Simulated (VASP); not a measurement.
# Al2O3 (P-6m2) in VASP: notebook

Runs on Al2O3. Level: PBE. Tasks: single point.

Everything below comes from runs of VASP 6.6.1. Logs are shortened: lines on timing, memory, paths and dates and some standing lists are left out, and cuts for length are marked.

**1. The crystal as given**

Symmetry: P-6m2, No. 187, hexagonal system. Conventional cell: a = 2.884 Å, b = 2.884 Å, c = 9.337 Å, α = 90.00°, β = 90.00°, γ = 120.00°. Al (site symmetry 3m) has 3 O at 1.80 Å as nearest neighbours. O (site symmetry 3m) is surrounded by 3 Al at 1.80 Å. O (site symmetry -6m2) is surrounded by 6 Al at 2.18 Å.

Measurements of this composition are mostly on another form, of space group No. 167.

**2. Single point, PBE**

Input file INCAR:

```
SYSTEM = Al2O3
  ADDGRID = .FALSE.
  ALGO = Normal
  EDIFF = 1E-7
  ENCUT = 400
  GGA = PE
  ISIF = 2
  ISMEAR = 0
  LASPH = .TRUE.
  LCHARG = .FALSE.
  LREAL = .FALSE.
  LWAVE = .FALSE.
  NBANDS = 20
  NELM = 100
  PREC = Accurate
  SIGMA = 0.05
```

Input file KPOINTS:

```
k-points
0
G
  11 11 3
  0 0 0
```

Input file POSCAR:

```
Al2O3
1.0
    2.8843249483      0.0000000000      0.0000000000
   -1.4421624742      2.4978986780      0.0000000000
    0.0000000000      0.0000000000      9.3367544600
Al O
2 3
Direct
    0.0000000000      0.0000000000      0.8500076700
    0.0000000000      0.0000000000      0.1499923300
    0.3333333333      0.6666666667      0.7776830800
    0.6666666667      0.3333333333      0.0000000000
    0.3333333333      0.6666666667      0.2223169200
```

Potentials or basis: VASP PAW PBE potentials, release 64 (Al, O_s).

Run with:

```
> cat potpaw_PBE.64/Al/POTCAR potpaw_PBE.64/O_s/POTCAR > POTCAR
> mpirun -np 1 vasp_std > vasp.out
```

OUTCAR:

```text
SYSTEM = Al2O3
   EDIFF = 1E-7
   ENCUT = 400
   GGA = PE
   ISIF = 2
   ISMEAR = 0
   LASPH = .TRUE.
   LREAL = .FALSE.
   NELM = 100
   PREC = Accurate

 Found     32 irreducible k-points:

 Following reciprocal coordinates:
            Coordinates               Weight
  0.000000  0.000000  0.000000      1.000000
  0.090909 -0.000000  0.000000      6.000000
  0.181818 -0.000000  0.000000      6.000000
  0.272727  0.000000  0.000000      6.000000
  0.363636  0.000000  0.000000      6.000000
  0.454545 -0.000000  0.000000      6.000000
   k-points           NKPTS =     32   k-points in BZ     NKDIM =     32   number of bands    NBANDS=     20
   number of dos      NEDOS =    301   number of ions     NIONS =      5
   total plane-waves  NPLWV =  25600
   dimension x,y,z NGX =    20 NGY =   20 NGZ =   64
   dimension x,y,z NGXF=    40 NGYF=   40 NGZF=  128
   ions per type =               2   3
   NGX,Y,Z   is equivalent  to a cutoff of  11.53, 11.53, 11.40 a.u.
   NGXF,Y,Z  is equivalent  to a cutoff of  23.06, 23.06, 22.79 a.u.
 SYSTEM =  Al2O3
   PREC   = accura    normal or accurate (medium, high low for compatibility)
   ISTART =      0    job   : 0-new  1-cont  2-samecut
   ICHARG =      2    charge: 1-file 2-atom 10-const
   ISPIN  =      1    spin polarized calculation?
   LNONCOLLINEAR =      F non collinear calculations
   LSORBIT =      F    spin-orbit coupling
   LASPH  =      T    aspherical Exc in radial PAW
   ENCUT  =  400.0 eV  29.40 Ry    5.42 a.u.   4.70  4.70 15.23*2*pi/ulx,y,z
   NELM   =    100;   NELMIN=  2; NELMDL= -5     # of ELM steps
   EDIFF  = 0.1E-06   stopping-criterion for ELM
   LREAL  =      F    real-space projection
   EDIFFG = 0.1E-05   stopping-criterion for IOM
   NSW    =      0    number of steps for IOM
   IBRION =     -1    ionic relax: 0-MD 1-quasi-New 2-CG
   NFREE  =      0    steps in history (QN), initial steepest desc. (CG)
   ISIF   =      2    stress and relaxation
   ISYM   =      2    0-nonsym 1-usesym 2-fastsym
   POTIM  = 0.5000    time-step for ionic-motion
   TEBEG  =    0.0;   TEEND  =   0.0 temperature during run
   PSTRESS=    0.0 pullay stress
   NELECT =      24.0000    total number of electrons
   NUPDOWN=      -1.0000    fix difference up-down
   EMIN   =  10.00;   EMAX   =-10.00  energy-range for DOS
   EFERMI =   0.00;   METHOD = LEGACY
   ISMEAR =     0;   SIGMA  =   0.05  broadening in eV -4-tet -1-fermi 0-gaus
   EFERMI_NEDOS =   21; number of points for ismear=-14 and -15
   IALGO  =     38    algorithm
   IMIX   =      4    mixing-type and parameters
     AMIX     =   0.40;   BMIX     =  1.00
     AMIX_MAG =   1.60;   BMIX_MAG =  1.00
  volume/ion in A,a.u.               =      13.45        90.79
  Fermi-wavevector in a.u.,A,eV,Ry     =   1.161111  2.194181 18.343074  1.348178
  Thomas-Fermi vector in A             =   2.297686
   LORBIT       =      0    0 simple, 1 ext, 2 COOP (PROOUT), +10 PAW based schemes
   GGA     = PE    functional components
   LHFCALC =     F    Hartree Fock is set to
   AEXX    =    0.0000 exact exchange contribution
   IVDW    =     0    specifies the selected vdW correction
   LEPSILON=     F    determine dielectric tensor
   LRPA    =     F    only Hartree local field effects (RPA)
 non-spin polarized calculation
 Gauss-broadening in eV      SIGMA  =   0.05
  energy-cutoff  :      400.00
  volume of cell :       67.27
 maximum number of plane-waves:      1243
 NGX is ok and might be reduce to    20
   NGX =  9   NGY =  9   NGZ = 31

 number of electron      24.0000003 magnetization

 Free energy of the ion-electron system (eV)
  ---------------------------------------------------
  ext. energy  EPLUGINS =         0.00000000
  ---------------------------------------------------
  free energy    TOTEN  =       -36.31771423 eV

  energy without entropy =      -36.31771423  energy(sigma->0) =      -36.31771423

 E-fermi :   1.3820     XC(G=0):  -8.5355

 val. band max:        1.1159808719   @ k =   0.0909   0.0909   0.0000
 cond. band min:       5.8679163386   @ k =   0.0000   0.0000   0.0000
 fundamental gap:      4.7519354667
 Fermi energy:         1.3820334058

 k-point     1 :       0.0000    0.0000    0.0000
  band No.  band energies     occupation
      1     -17.6028      2.00000
      2     -16.5754      2.00000
      3     -15.3945      2.00000
      4      -3.8466      2.00000
      5      -0.9749      2.00000
      6      -0.3680      2.00000
[... 12 lines left out ...]
     19      15.9895      0.00000
     20      15.9895      0.00000

 k-point     2 :       0.0909   -0.0000    0.0000
  band No.  band energies     occupation
      1     -17.5023      2.00000
      2     -16.5003      2.00000
      3     -15.3580      2.00000
      4      -3.7890      2.00000
      5      -1.2366      2.00000
      6      -0.5843      2.00000
[... 12 lines left out ...]
     19      15.1472      0.00000
     20      16.1305      0.00000

 k-point     3 :       0.1818   -0.0000    0.0000
  band No.  band energies     occupation
      1     -17.2144      2.00000
      2     -16.2911      2.00000
      3     -15.2655      2.00000
      4      -3.6912      2.00000
      5      -2.0948      2.00000
      6      -1.3048      2.00000
[... 12 lines left out ...]
     19      14.2791      0.00000
     20      15.1362      0.00000

 k-point     4 :       0.2727    0.0000    0.0000
  band No.  band energies     occupation
      1     -16.7832      2.00000
      2     -15.9983      2.00000
      3     -15.1668      2.00000
      4      -3.8234      2.00000
      5      -3.2246      2.00000
      6      -2.1188      2.00000
[... 12 lines left out ...]
     19      13.9705      0.00000
     20      14.6096      0.00000

 k-point     5 :       0.3636    0.0000    0.0000
  band No.  band energies     occupation
      1     -16.2921      2.00000
      2     -15.7067      2.00000
      3     -15.1342      2.00000
      4      -4.2719      2.00000
      5      -4.2024      2.00000
      6      -2.8188      2.00000
[... 12 lines left out ...]
     19      14.1153      0.00000
     20      15.1044      0.00000

 k-point     6 :       0.4545   -0.0000    0.0000
  band No.  band energies     occupation
      1     -15.8923      2.00000
      2     -15.5210      2.00000
      3     -15.2033      2.00000
      4      -4.7610      2.00000
      5      -4.6269      2.00000
      6      -3.2105      2.00000
[... 12 lines left out ...]
     19      14.6210      0.00000
     20      14.9772      0.00000

 [... further k-points ...]
[... 5 lines left out ...]
  --------------------------------------------------------------------------------------
  -------------------------------------------------------------------------------------
  Total        0.2127519      0.2127519     -0.1398464     -0.0000000      0.0000000      0.0000000
  in kB        5.0672112      5.0672112     -3.3307882     -0.0000000      0.0000000      0.0000000
  external PRESSURE =       2.2678780 kB  Pullay stress =       0.0000000 kB

 VOLUME and BASIS-vectors are now :
 -----------------------------------------------------------------------------
  energy-cutoff  :      400.00
  volume of cell :       67.27
      direct lattice vectors                 reciprocal lattice vectors
     2.884324948  0.000000000  0.000000000     0.346701574  0.200168247  0.000000000
    -1.442162474  2.497898678  0.000000000     0.000000000  0.400336494  0.000000000
     0.000000000  0.000000000  9.336754460     0.000000000  0.000000000  0.107103598

 POSITION                                       TOTAL-FORCE (eV/Angst)
 -----------------------------------------------------------------------------------
      0.00000      0.00000      7.93631        -0.000000     -0.000000     -0.062587
      0.00000      0.00000      1.40044        -0.000000      0.000000      0.062587
     -0.00000      1.66527      7.26104        -0.000000      0.000000      0.038033
      1.44216      0.83263      0.00000         0.000000     -0.000000      0.000000
     -0.00000      1.66527      2.07572        -0.000000      0.000000     -0.038033
 -----------------------------------------------------------------------------------
    total drift:                               -0.000000      0.000000     -0.000000

  FREE ENERGIE OF THE ION-ELECTRON SYSTEM (eV)
  ---------------------------------------------------
  free  energy   TOTEN  =       -36.3177142309 eV

  energy  without entropy=      -36.3177142309  energy(sigma->0) =      -36.31771423
```

OSZICAR:

```text
N       E                     dE             d eps       ncg     rms          rms(c)
DAV:   1     0.115810704246E+03    0.11581E+03   -0.10555E+04  1280   0.887E+02
DAV:   2    -0.357803864429E+02   -0.15159E+03   -0.14828E+03  1416   0.292E+02
DAV:   3    -0.408635639762E+02   -0.50832E+01   -0.50713E+01  1692   0.521E+01
DAV:   4    -0.409219871949E+02   -0.58423E-01   -0.58420E-01  1472   0.564E+00
[... 28 lines left out ...]
DAV:  33    -0.363177133965E+02    0.31231E-06   -0.19717E-06  1616   0.185E-02    0.290E-02
DAV:  34    -0.363177137763E+02   -0.37983E-06   -0.77619E-07  1508   0.795E-03    0.839E-03
DAV:  35    -0.363177140262E+02   -0.24980E-06   -0.53322E-08   856   0.224E-03    0.482E-03
DAV:  36    -0.363177142016E+02   -0.17549E-06   -0.33445E-08   752   0.208E-03    0.369E-03
DAV:  37    -0.363177142309E+02   -0.29306E-07   -0.15012E-08   696   0.117E-03
   1 F= -.36317714E+02 E0= -.36317714E+02  d E =-.406435E-15
```

It took 49 s on 1 thread of Intel Xeon Platinum 8488C (Sapphire Rapids), shared host; peak memory 0.16 GiB.

These settings aren't checked as converged: the numbers below hold their error.

What came out:

```
Free energy            : -36.3177 eV
Pressure               : 0.2 GPa
Largest force          : 0.063 eV/Å
Band gap on the k mesh : 4.75 eV, indirect (least direct gap 4.99 eV)
```

Caveat: an odd mesh through Γ misses points on the zone boundary, where band edges often lie.

**3. Single point, PBE**

INCAR: that of step 2 with these lines changed.

```diff
@@ -4,3 +4,3 @@
   EDIFF = 1E-7
-  ENCUT = 400
+  ENCUT = 900
   GGA = PE
```

Input file KPOINTS:

```
k-points
0
G
  8 8 2
  0 0 0
```

POSCAR is that of step 2.

Potentials or basis: VASP PAW PBE potentials, release 64 (Al, O_s).

Run with:

```
> cat potpaw_PBE.64/Al/POTCAR potpaw_PBE.64/O_s/POTCAR > POTCAR
> mpirun -np 1 vasp_std > vasp.out
```

OUTCAR:

```text
SYSTEM = Al2O3
   EDIFF = 1E-7
   ENCUT = 900
   GGA = PE
   ISIF = 2
   ISMEAR = 0
   LASPH = .TRUE.
   LREAL = .FALSE.
   NELM = 100
   PREC = Accurate

 Found     20 irreducible k-points:

 Following reciprocal coordinates:
            Coordinates               Weight
  0.000000  0.000000  0.000000      1.000000
  0.125000 -0.000000  0.000000      6.000000
  0.250000 -0.000000  0.000000      6.000000
  0.375000  0.000000  0.000000      6.000000
  0.500000 -0.000000  0.000000      3.000000
  0.125000  0.125000  0.000000      6.000000
   k-points           NKPTS =     20   k-points in BZ     NKDIM =     20   number of bands    NBANDS=     20
   number of dos      NEDOS =    301   number of ions     NIONS =      5
   total plane-waves  NPLWV =  75264
   dimension x,y,z NGX =    28 NGY =   28 NGZ =   96
   dimension x,y,z NGXF=    56 NGYF=   56 NGZF=  192
   ions per type =               2   3
   NGX,Y,Z   is equivalent  to a cutoff of  16.14, 16.14, 17.09 a.u.
   NGXF,Y,Z  is equivalent  to a cutoff of  32.28, 32.28, 34.19 a.u.
 SYSTEM =  Al2O3
   PREC   = accura    normal or accurate (medium, high low for compatibility)
   ISTART =      0    job   : 0-new  1-cont  2-samecut
   ICHARG =      2    charge: 1-file 2-atom 10-const
   ISPIN  =      1    spin polarized calculation?
   LNONCOLLINEAR =      F non collinear calculations
   LSORBIT =      F    spin-orbit coupling
   LASPH  =      T    aspherical Exc in radial PAW
   ENCUT  =  900.0 eV  66.15 Ry    8.13 a.u.   7.06  7.06 22.84*2*pi/ulx,y,z
   NELM   =    100;   NELMIN=  2; NELMDL= -5     # of ELM steps
   EDIFF  = 0.1E-06   stopping-criterion for ELM
   LREAL  =      F    real-space projection
   EDIFFG = 0.1E-05   stopping-criterion for IOM
   NSW    =      0    number of steps for IOM
   IBRION =     -1    ionic relax: 0-MD 1-quasi-New 2-CG
   NFREE  =      0    steps in history (QN), initial steepest desc. (CG)
   ISIF   =      2    stress and relaxation
   ISYM   =      2    0-nonsym 1-usesym 2-fastsym
   POTIM  = 0.5000    time-step for ionic-motion
   TEBEG  =    0.0;   TEEND  =   0.0 temperature during run
   PSTRESS=    0.0 pullay stress
   NELECT =      24.0000    total number of electrons
   NUPDOWN=      -1.0000    fix difference up-down
   EMIN   =  10.00;   EMAX   =-10.00  energy-range for DOS
   EFERMI =   0.00;   METHOD = LEGACY
   ISMEAR =     0;   SIGMA  =   0.05  broadening in eV -4-tet -1-fermi 0-gaus
   EFERMI_NEDOS =   21; number of points for ismear=-14 and -15
   IALGO  =     38    algorithm
   IMIX   =      4    mixing-type and parameters
     AMIX     =   0.40;   BMIX     =  1.00
     AMIX_MAG =   1.60;   BMIX_MAG =  1.00
  volume/ion in A,a.u.               =      13.45        90.79
  Fermi-wavevector in a.u.,A,eV,Ry     =   1.161111  2.194181 18.343074  1.348178
  Thomas-Fermi vector in A             =   2.297686
   LORBIT       =      0    0 simple, 1 ext, 2 COOP (PROOUT), +10 PAW based schemes
   GGA     = PE    functional components
   LHFCALC =     F    Hartree Fock is set to
   AEXX    =    0.0000 exact exchange contribution
   IVDW    =     0    specifies the selected vdW correction
   LEPSILON=     F    determine dielectric tensor
   LRPA    =     F    only Hartree local field effects (RPA)
 non-spin polarized calculation
 Gauss-broadening in eV      SIGMA  =   0.05
  energy-cutoff  :      900.00
  volume of cell :       67.27
 maximum number of plane-waves:      4149
   NGX = 15   NGY = 15   NGZ = 45

 number of electron      24.0000001 magnetization

 Free energy of the ion-electron system (eV)
  ---------------------------------------------------
  ext. energy  EPLUGINS =         0.00000000
  ---------------------------------------------------
  free energy    TOTEN  =       -36.34324274 eV

  energy without entropy =      -36.34324274  energy(sigma->0) =      -36.34324274

 E-fermi :   1.4171     XC(G=0):  -8.5344

 val. band max:        1.1079519271   @ k =   0.1250   0.1250   0.0000
 cond. band min:       5.8665915440   @ k =   0.0000   0.0000   0.0000
 fundamental gap:      4.7586396168
 Fermi energy:         1.4170844790

 k-point     1 :       0.0000    0.0000    0.0000
  band No.  band energies     occupation
      1     -17.6023      2.00000
      2     -16.5752      2.00000
      3     -15.3946      2.00000
      4      -3.8490      2.00000
      5      -0.9787      2.00000
      6      -0.3727      2.00000
[... 12 lines left out ...]
     19      15.9865      0.00000
[... 99 lines left out ...]
      4      -3.6833      2.00000
      5      -2.3219      2.00000
      6      -1.8545      2.00000
[... 12 lines left out ...]
     19      14.0869      0.00000
     20      14.7776      0.00000

 [... further k-points ...]

------------------------ aborting loop because EDIFF is reached ----------------------------------------

  FORCE on cell =-STRESS in cart. coord.  units (eV):
  Direction    XX          YY          ZZ          XY          YZ          ZX
  --------------------------------------------------------------------------------------
  -------------------------------------------------------------------------------------
  Total        0.3077912      0.3077912     -0.0275985     -0.0000000      0.0000000      0.0000000
  in kB        7.3308076      7.3308076     -0.6573271     -0.0000000      0.0000000      0.0000000
  external PRESSURE =       4.6680960 kB  Pullay stress =       0.0000000 kB

 VOLUME and BASIS-vectors are now :
 -----------------------------------------------------------------------------
  energy-cutoff  :      900.00
  volume of cell :       67.27
      direct lattice vectors                 reciprocal lattice vectors
     2.884324948  0.000000000  0.000000000     0.346701574  0.200168247  0.000000000
    -1.442162474  2.497898678  0.000000000     0.000000000  0.400336494  0.000000000
     0.000000000  0.000000000  9.336754460     0.000000000  0.000000000  0.107103598

 POSITION                                       TOTAL-FORCE (eV/Angst)
 -----------------------------------------------------------------------------------
      0.00000      0.00000      7.93631        -0.000000      0.000000     -0.059828
      0.00000      0.00000      1.40044        -0.000000      0.000000      0.059828
     -0.00000      1.66527      7.26104         0.000000     -0.000000      0.045105
      1.44216      0.83263      0.00000         0.000000      0.000000      0.000000
     -0.00000      1.66527      2.07572         0.000000     -0.000000     -0.045105
 -----------------------------------------------------------------------------------
    total drift:                                0.000000     -0.000000     -0.000000

  FREE ENERGIE OF THE ION-ELECTRON SYSTEM (eV)
  ---------------------------------------------------
  free  energy   TOTEN  =       -36.3432427360 eV

  energy  without entropy=      -36.3432427360  energy(sigma->0) =      -36.34324274
```

OSZICAR:

```text
N       E                     dE             d eps       ncg     rms          rms(c)
DAV:   1     0.220917225838E+03    0.22092E+03   -0.15607E+04   800   0.166E+03
DAV:   2    -0.292359979394E+02   -0.25015E+03   -0.24012E+03   852   0.387E+02
DAV:   3    -0.407828475734E+02   -0.11547E+02   -0.11511E+02  1096   0.817E+01
DAV:   4    -0.409394907978E+02   -0.15664E+00   -0.15662E+00   936   0.968E+00
[... 15 lines left out ...]
DAV:  20    -0.363432600800E+02    0.11115E-03   -0.19660E-04   880   0.127E-01    0.198E-01
DAV:  21    -0.363432563579E+02    0.37221E-05   -0.11068E-05   976   0.267E-02    0.152E-01
DAV:  22    -0.363432446298E+02    0.11728E-04   -0.27933E-05   936   0.531E-02    0.510E-02
DAV:  23    -0.363432427182E+02    0.19116E-05   -0.83849E-06   964   0.255E-02    0.196E-02
DAV:  24    -0.363432427360E+02   -0.17729E-07   -0.24503E-07   868   0.431E-03
   1 F= -.36343243E+02 E0= -.36343243E+02  d E =-.333521E-19
```

stdout:

```text
POSCAR found type information on POSCAR AlO
 POSCAR found :  2 types and       5 ions
 scaLAPACK will be used
 LDA part: xc-table for (Slater+PW92), standard interpolation
 POSCAR, INCAR and KPOINTS ok, starting setup
 FFT: planning ... GRIDC
 FFT: planning ... GRID_SOFT
 FFT: planning ... GRID
 WAVECAR not read
 entering main loop
```

Run time: 58 s. Hardware: 1 thread of Intel Xeon Platinum 8488C (Sapphire Rapids), shared host; peak memory 0.26 GiB.

The run converged, but some of its settings lie outside the range that counts as converged, so its numbers aren't taken as properties of the crystal.

What came out:

```yaml
Free_energy: -36.3432 eV
Pressure: 0.5 GPa
Largest_force: 0.060 eV/Å
Band_gap_on_the_k_mesh: 4.76 eV, indirect (least direct gap 4.99 eV)
```

**4. The reference run**

An earlier run on the cell as given: functional PBE; potentials or basis VASP PAW PBE potentials, release 64 (Al, O); cutoff 520 eV; k mesh 11 × 11 × 3; occupations fermi-dirac, width 0.05 eV; no spin polarisation.

* Pressure: 0.1 GPa
* Largest force: 0.012 eV/Å
* Band gap on the k mesh: 4.77 eV, indirect (least direct gap 5.01 eV)
